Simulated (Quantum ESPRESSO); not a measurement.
# CdO (Monteponite) (Fm-3m) in Quantum ESPRESSO: convergence with k mesh

Aim: find how far k mesh must go before the results for CdO (Monteponite) settle, at PBE. This setting moves, with any that are tied to it; all else stays.

Program: Quantum ESPRESSO 7.5. These are calculated values, not measurements. Logs are shortened: lines on timing, memory, paths and dates and some standing lists are left out, and cuts for length are marked.

### 1 The structure

Symmetry: Fm-3m, No. 225, cubic system. The conventional cell has a = 4.699 Å, b = 4.699 Å, c = 4.699 Å, α = 90.00°, β = 90.00°, γ = 90.00°. Around Cd (site symmetry m-3m) lie 6 O at 2.35 Å. O (site symmetry m-3m) has 6 Cd at 2.35 Å as nearest neighbours.

### 2 With k mesh 2 × 2 × 2

pw.in reads:

```
&CONTROL
  calculation = 'scf'
  prefix = 'pwscf'
  outdir = './tmp'
  pseudo_dir = './pseudo'
  tprnfor = .true.
  tstress = .true.
  disk_io = 'nowf'
/
&SYSTEM
  ibrav = 0
  nat = 2
  ntyp = 2
  ecutwfc = 36
  ecutrho = 216
  nbnd = 15
  occupations = 'smearing'
  smearing = 'fd'
  degauss = 0.00999582
/
&ELECTRONS
  conv_thr = 4d-10
  electron_maxstep = 120
  mixing_beta = 0.5
/
ATOMIC_SPECIES
Cd   112.4140 Cd.GGA_PBE-JTH.UPF
O     15.9990 O.GGA_PBE-JTH.UPF
CELL_PARAMETERS angstrom
   0.0000000000    2.3495000000    2.3495000000
   2.3495000000    0.0000000000    2.3495000000
   2.3495000000    2.3495000000    0.0000000000
ATOMIC_POSITIONS crystal
Cd     0.0000000000    0.0000000000    0.0000000000
O      0.5000000000    0.5000000000    0.5000000000
K_POINTS automatic
2 2 2 0 0 0
```

Potentials or basis: JTH 2.0 PBE.

The run is started by

```bash
OMP_NUM_THREADS=1 pw.x -in pw.in > pw.out
```

pw.out:

```text
This program is part of the open-source Quantum ESPRESSO suite
     for quantum simulation of materials; please cite
         "P. Giannozzi et al., J. Phys.:Condens. Matter 21 395502 (2009);
         "P. Giannozzi et al., J. Phys.:Condens. Matter 29 465901 (2017);
         "P. Giannozzi et al., J. Chem. Phys. 152 154105 (2020);
     in publications or presentations arising from this work. More details at

     file Cd.GGA_PBE-JTH.UPF: wavefunction(s)  0S 5P 0P 4D 0D renormalized
     file O.GGA_PBE-JTH.UPF: wavefunction(s)  0S 2P 0P renormalized
     Message from routine setup:
     using ibrav=0 with symmetry is DISCOURAGED, use correct ibrav instead

     G-vector sticks info
     --------------------
     sticks:   dense  smooth     PW     G-vecs:    dense   smooth      PW
     Sum         583     379    121                 9377     5029     893

     Using Slab Decomposition

     bravais-lattice index     =            0
     lattice parameter (alat)  =       6.2790  a.u.
     unit-cell volume          =     175.0463 (a.u.)^3
     number of atoms/cell      =            2
     number of atomic types    =            2
     number of electrons       =        18.00
     number of Kohn-Sham states=           15
     kinetic-energy cutoff     =      36.0000  Ry
     charge density cutoff     =     216.0000  Ry
     scf convergence threshold =      4.0E-10
     mixing beta               =       0.5000
     number of iterations used =            8  plain     mixing
     Exchange-correlation= SLA PW PBX PBC
                           (   1   4   3   4   0   0   0)

     celldm(1)=   6.278983  celldm(2)=   0.000000  celldm(3)=   0.000000
     celldm(4)=   0.000000  celldm(5)=   0.000000  celldm(6)=   0.000000

     crystal axes: (cart. coord. in units of alat)
               a(1) = (   0.000000   0.707107   0.707107 )
               a(2) = (   0.707107   0.000000   0.707107 )
               a(3) = (   0.707107   0.707107   0.000000 )

     reciprocal axes: (cart. coord. in units 2 pi/alat)
               b(1) = ( -0.707107  0.707107  0.707107 )
               b(2) = (  0.707107 -0.707107  0.707107 )
               b(3) = (  0.707107  0.707107 -0.707107 )

     PseudoPot. # 1 for Cd read from file:
     Cd.GGA_PBE-JTH.UPF
     Pseudo is Projector augmented-wave + core cor, Zval = 12.0
     Generated using ATOMPAW code
     Shape of augmentation charge: BESSEL
     Using radial grid of 1087 points,  6 beta functions with:
                l(1) =   0
                l(2) =   0
                l(3) =   1
                l(4) =   1
                l(5) =   2
                l(6) =   2
     Q(r) pseudized with 0 coefficients

     PseudoPot. # 2 for O  read from file:
     O.GGA_PBE-JTH.UPF
     Pseudo is Projector augmented-wave + core cor, Zval =  6.0
     Generated using ATOMPAW code
     Shape of augmentation charge: SINC**2
     Using radial grid of  943 points,  4 beta functions with:
                l(1) =   0
                l(2) =   0
                l(3) =   1
                l(4) =   1
     Q(r) pseudized with 0 coefficients

     atomic species   valence    mass     pseudopotential
     Cd               12.00   112.41400     Cd( 1.00)
     O                 6.00    15.99900     O ( 1.00)

     48 Sym. Ops., with inversion, found

   Cartesian axes

     site n.     atom                  positions (alat units)
         1        Cd     tau(   1) = (   0.0000000   0.0000000   0.0000000  )
         2        O      tau(   2) = (   0.7071068   0.7071068   0.7071068  )

     number of k points=     3  Fermi-Dirac smearing, width (Ry)=  0.0100
                       cart. coord. in units 2pi/alat
        k(    1) = (   0.0000000   0.0000000   0.0000000), wk =   0.2500000
        k(    2) = (  -0.3535534  -0.3535534   0.3535534), wk =   1.0000000
        k(    3) = (  -0.7071068   0.0000000   0.0000000), wk =   0.7500000

     Dense  grid:     9377 G-vectors     FFT dimensions: (  30,  30,  30)

     Smooth grid:     5029 G-vectors     FFT dimensions: (  24,  24,  24)

     Initial potential from superposition of free atoms

     starting charge      17.9998, renormalised to      18.0000
     Starting wfcs are   26 randomized atomic wfcs

     Self-consistent Calculation

     iteration #  1     ecut=    36.00 Ry     beta= 0.50
     Davidson diagonalization with overlap
     ethr =  1.00E-02,  avg # of iterations =  3.7

     total energy              =    -423.22405472 Ry
     estimated scf accuracy    <       0.63146296 Ry

     iteration #  2     ecut=    36.00 Ry     beta= 0.50
     Davidson diagonalization with overlap
     ethr =  3.51E-03,  avg # of iterations =  2.3

     total energy              =    -423.43328425 Ry
     estimated scf accuracy    <       0.27375478 Ry

     iteration #  3     ecut=    36.00 Ry     beta= 0.50
     Davidson diagonalization with overlap
     ethr =  1.52E-03,  avg # of iterations =  2.0

     total energy              =    -423.47742429 Ry
     estimated scf accuracy    <       0.00456098 Ry

     iteration #  4     ecut=    36.00 Ry     beta= 0.50
     Davidson diagonalization with overlap
     ethr =  2.53E-05,  avg # of iterations =  7.0

     total energy              =    -423.47832675 Ry
     estimated scf accuracy    <       0.00068779 Ry

     iteration #  5     ecut=    36.00 Ry     beta= 0.50
     Davidson diagonalization with overlap
     ethr =  3.82E-06,  avg # of iterations = 10.0

     total energy              =    -423.47837010 Ry
     estimated scf accuracy    <       0.00009407 Ry

     iteration #  6     ecut=    36.00 Ry     beta= 0.50
     Davidson diagonalization with overlap
     ethr =  5.23E-07,  avg # of iterations =  2.0

     total energy              =    -423.47839944 Ry
     estimated scf accuracy    <       0.00000698 Ry

     iteration #  7     ecut=    36.00 Ry     beta= 0.50
     Davidson diagonalization with overlap
     ethr =  3.88E-08,  avg # of iterations =  1.3

     total energy              =    -423.47839962 Ry
     estimated scf accuracy    <       0.00000109 Ry

     iteration #  8     ecut=    36.00 Ry     beta= 0.50
     Davidson diagonalization with overlap
     ethr =  6.03E-09,  avg # of iterations =  2.0

     total energy              =    -423.47839991 Ry
     estimated scf accuracy    <          2.1E-09 Ry

     iteration #  9     ecut=    36.00 Ry     beta= 0.50
     Davidson diagonalization with overlap
     ethr =  1.15E-11,  avg # of iterations =  4.0

     total energy              =    -423.47839992 Ry
     estimated scf accuracy    <          6.4E-09 Ry

     iteration # 10     ecut=    36.00 Ry     beta= 0.50
     Davidson diagonalization with overlap
     ethr =  1.15E-11,  avg # of iterations =  2.0

     total energy              =    -423.47839993 Ry
     estimated scf accuracy    <          4.4E-10 Ry

     iteration # 11     ecut=    36.00 Ry     beta= 0.50
     Davidson diagonalization with overlap
     ethr =  2.45E-12,  avg # of iterations =  2.3

     End of self-consistent calculation

          k = 0.0000 0.0000 0.0000 (   609 PWs)   bands (ev):

    -6.3285   3.9723   3.9723   3.9723   4.2759   4.2759   9.7029   9.7029
     9.7029  10.4069  25.3270  26.5462  27.8164  27.8164  27.8164

          k =-0.3536-0.3536 0.3536 (   628 PWs)   bands (ev):

    -5.5076   3.0873   3.4296   3.4296   4.5226   4.5226   7.0490  11.0353
    11.0353  15.2161  18.2614  22.6283  22.6283  26.5170  28.5738

          k =-0.7071 0.0000 0.0000 (   636 PWs)   bands (ev):

    -5.6553   3.5183   4.5399   4.6575   4.6575   5.0027   6.6200   8.7020
     8.7020  14.6417  19.4571  22.0137  24.1566  24.1566  26.5739

     the Fermi energy is    11.3001 ev

!    total energy              =    -423.47839993 Ry
     total all-electron energy =      -423.478400 Ry
     estimated scf accuracy    <          1.4E-13 Ry
     smearing contrib. (-TS)   =      -0.00755261 Ry
     internal energy E=F+TS    =    -423.47084732 Ry

     The total energy is F=E-TS. E is the sum of the following terms:
     one-electron contribution =     -13.89933863 Ry
     hartree contribution      =      21.95193544 Ry
     xc contribution           =     -20.29536687 Ry
     ewald contribution        =    -110.60994149 Ry
     one-center paw contrib.   =    -300.61813577 Ry

     convergence has been achieved in  11 iterations

     Forces acting on atoms (cartesian axes, Ry/au):

     atom    1 type  1   force =    -0.00000000    0.00000000    0.00000000
     atom    2 type  2   force =     0.00000000    0.00000000   -0.00000000

     Total force =     0.000000     Total SCF correction =     0.000000

     Computing stress (Cartesian axis) and pressure

          total   stress  (Ry/bohr**3)                   (kbar)     P=      119.88
   0.00081494  -0.00000000  -0.00000000          119.88       -0.00       -0.00
  -0.00000000   0.00081494  -0.00000000           -0.00      119.88       -0.00
  -0.00000000  -0.00000000   0.00081494           -0.00       -0.00      119.88

=------------------------------------------------------------------------------=
   JOB DONE.
=------------------------------------------------------------------------------=
```

It took 4.6 s on 1 thread of Arm Neoverse V1, shared host; peak memory 0.06 GiB.

Results:

| Item | Value |
| --- | --- |
| Free energy | -5761.7172 eV |
| Band gap on the k mesh | none (metal or under the smearing width) |

### 3 With k mesh 3 × 3 × 3

pw.in: that of step 2 with these lines changed.

```diff
@@ -36,2 +36,2 @@
 K_POINTS automatic
-2 2 2 0 0 0
+3 3 3 0 0 0
```

Potentials or basis: JTH 2.0 PBE.

The run is started by

```bash
OMP_NUM_THREADS=1 pw.x -in pw.in > pw.out
```

Run time: 4.5 s. Hardware: 1 thread of Arm Neoverse V1, shared host; peak memory 0.06 GiB.

What came out:

```yaml
Free_energy: -5762.5686 eV
Band_gap_on_the_k_mesh: none (metal or under the smearing width)
```

### 4 With k mesh 4 × 4 × 4

pw.in: that of step 3 with these lines changed.

```diff
@@ -36,2 +36,2 @@
 K_POINTS automatic
-3 3 3 0 0 0
+4 4 4 0 0 0
```

The run is started by

```bash
OMP_NUM_THREADS=1 pw.x -in pw.in > pw.out
```

It took 5.1 s on 1 thread of Arm Neoverse V1, shared host; peak memory 0.06 GiB.

Results:

```yaml
Free_energy: -5762.6607 eV
Band_gap_on_the_k_mesh: none (metal or under the smearing width)
```

### 5 With k mesh 6 × 6 × 6

pw.in: that of step 4 with these lines changed.

```diff
@@ -36,2 +36,2 @@
 K_POINTS automatic
-4 4 4 0 0 0
+6 6 6 0 0 0
```

The run is started by

```bash
OMP_NUM_THREADS=1 pw.x -in pw.in > pw.out
```

Run time: 6.4 s. Hardware: 1 thread of Arm Neoverse V1, shared host; peak memory 0.06 GiB.

Results:

* Free energy: -5762.6736 eV
* Band gap on the k mesh: none (metal or under the smearing width)

### 6 With k mesh 8 × 8 × 8

pw.in: that of step 5 with these lines changed.

```diff
@@ -36,2 +36,2 @@
 K_POINTS automatic
-6 6 6 0 0 0
+8 8 8 0 0 0
```

Potentials or basis: JTH 2.0 PBE.

The run is started by

```bash
OMP_NUM_THREADS=1 pw.x -in pw.in > pw.out
```

Run time: 7.8 s. Hardware: 1 thread of Arm Neoverse V1, shared host; peak memory 0.06 GiB.

It converged, with:

- Free energy: -5762.6717 eV
- Band gap on the k mesh: none (metal or under the smearing width)

### 7 With k mesh 9 × 9 × 9

pw.in: that of step 6 with these lines changed.

```diff
@@ -36,2 +36,2 @@
 K_POINTS automatic
-8 8 8 0 0 0
+9 9 9 0 0 0
```

The run is started by

```bash
OMP_NUM_THREADS=1 pw.x -in pw.in > pw.out
```

Run time: 8.6 s. Hardware: 1 thread of Arm Neoverse V1, shared host; peak memory 0.06 GiB.

Results (log left out):

```yaml
Free_energy: -5762.6714 eV
Band_gap_on_the_k_mesh: none (metal or under the smearing width)
```

### 8 With k mesh 10 × 10 × 10

pw.in: that of step 7 with these lines changed.

```diff
@@ -36,2 +36,2 @@
 K_POINTS automatic
-9 9 9 0 0 0
+10 10 10 0 0 0
```

The run is started by

```bash
OMP_NUM_THREADS=1 pw.x -in pw.in > pw.out
```

Run time: 10 s. Hardware: 1 thread of Arm Neoverse V1, shared host; peak memory 0.06 GiB.

It converged, with:

- Free energy: -5762.6713 eV
- Band gap on the k mesh: none (metal or under the smearing width)

### 9 With k mesh 12 × 12 × 12

pw.in: that of step 8 with these lines changed.

```diff
@@ -36,2 +36,2 @@
 K_POINTS automatic
-10 10 10 0 0 0
+12 12 12 0 0 0
```

Potentials or basis: JTH 2.0 PBE.

The run is started by

```bash
OMP_NUM_THREADS=1 pw.x -in pw.in > pw.out
```

Wall time 14 s (1 thread of Arm Neoverse V1, shared host); peak memory 0.07 GiB.

The run converged. Its results:

```
Free energy            : -5762.6714 eV
Band gap on the k mesh : none (metal or under the smearing width)
```

### 10 With k mesh 14 × 14 × 14

pw.in: that of step 9 with these lines changed.

```diff
@@ -36,2 +36,2 @@
 K_POINTS automatic
-12 12 12 0 0 0
+14 14 14 0 0 0
```

The run is started by

```bash
OMP_NUM_THREADS=1 pw.x -in pw.in > pw.out
```

Wall time 19 s (1 thread of Arm Neoverse V1, shared host); peak memory 0.07 GiB.

Results (log left out):

- Free energy: -5762.6716 eV
- Band gap on the k mesh: none (metal or under the smearing width)

### 11 Summary

```csv
k mesh,"energy less the tightest run, at zero smearing (meV/atom)",SCF cycles,CPU time (s),peak memory (GiB)
2 × 2 × 2,501.27,11,4.6,0.06
3 × 3 × 3,59.76,10,4.5,0.06
4 × 4 × 4,8.01,10,5.1,0.06
6 × 6 × 6,-1.11,10,6.4,0.06
8 × 8 × 8,-0.56,9,7.8,0.06
9 × 9 × 9,-0.25,9,8.6,0.06
10 × 10 × 10,0.01,9,10,0.06
12 × 12 × 12,0.17,9,14,0.07
14 × 14 × 14,0.00,9,19,0.07
```

Against the tightest run, the energy stays within 1 meV/atom from 8 × 8 × 8 on. Meshes of other sizes hit other points, so gaps and Fermi surfaces needn't settle smoothly. The tightest run that finished is the yardstick and may itself not be fully converged.

Caveats: the cutoff is low for these files, which shifts pressure and relaxed volume.
